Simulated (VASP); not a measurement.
# Sb: single point with PBEsol

Crystal: Sb.

```xyz
1
Lattice="0.0000 2.3712 2.3712 2.3712 0.0000 2.3712 2.3712 2.3712 0.0000" Properties=species:S:1:pos:R:3 pbc="T T T"
Sb    0.0000    0.0000    0.0000
```

This isn't the form of Sb at room conditions, which is rhombohedral.

* Program: VASP 6.6.1
* Task: single point
* Functional: PBEsol
* Potentials or basis: VASP PAW PBE potentials, release 64 (Sb)
* Cutoff: 520 eV
* k mesh: 18 × 18 × 18
* Occupations: gaussian, width 0.15 eV
* Spin: no spin polarisation

| Quantity | Value |
| --- | --- |
| Pressure | -1.2 GPa |
| Band gap on the k mesh | none (metal or under the smearing width) |

Levels at points of the mesh, in eV from the Fermi level:
```tsv
k point	band 1	band 2	band 3	band 4	band 5	band 6
(0.00, 0.00, 0.00)	-13.05	5.35	5.35	5.35	9.99	9.99
(0.50, 0.00, 0.00)	-9.24	-5.92	3.64	3.64	8.21	9.11
(0.50, 0.50, 0.00)	-7.59	-5.01	0.34	0.34	4.10	4.58
```

Run time: 17 s on 1 thread of Intel(R) Xeon(R) 6975P-C (Granite Rapids), with other jobs on the host, peak memory 0.18 GiB.

Caveat: the PAW data sets were made with another functional, which shifts forces and pressure a little. Spin-orbit coupling is left out, which matters for the levels of Sb.
